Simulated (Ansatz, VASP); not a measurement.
## Two plane-wave programs on Ge

```
Ge
1.0
    -2.53860    2.66780    1.47382
     2.53860   -2.66780    1.47382
     2.53860    2.66780   -1.47382
Ge
2
Direct
  0.23814 0.98814 0.25000
  0.76186 0.01186 0.75000
```

Alike in both runs: task single point; functional PBEsol; k mesh 16 × 16 × 16; occupations gaussian, width 0.1 eV; no spin polarisation.

```csv
,VASP,Ansatz
version,VASP 6.6.1,Ansatz 0.2.0
potentials or method,"VASP PAW PBE potentials, release 64 (Ge_d)","scalar-relativistic, plane waves, PAW"
plane-wave cutoff (eV),520,420
valence electrons in the cell,28,28
```

```csv
,VASP,Ansatz,Ansatz less VASP
gap on the k mesh at the Fermi level (eV),none,none,-
pressure (GPa),-5.3,-5.3,+0.10
largest component of the traceless stress (GPa),2.18,2.20,+0.022
rms of the force components (eV/Å),0.014,0.014,-0.0004
```

Atom by atom the forces differ by 0.000 eV/Å (rms over components). A gap of «none» marks a metal or a gap that the smearing closes.

Caveats: the PAW data sets were made with another functional, which shifts forces and pressure a little (VASP).
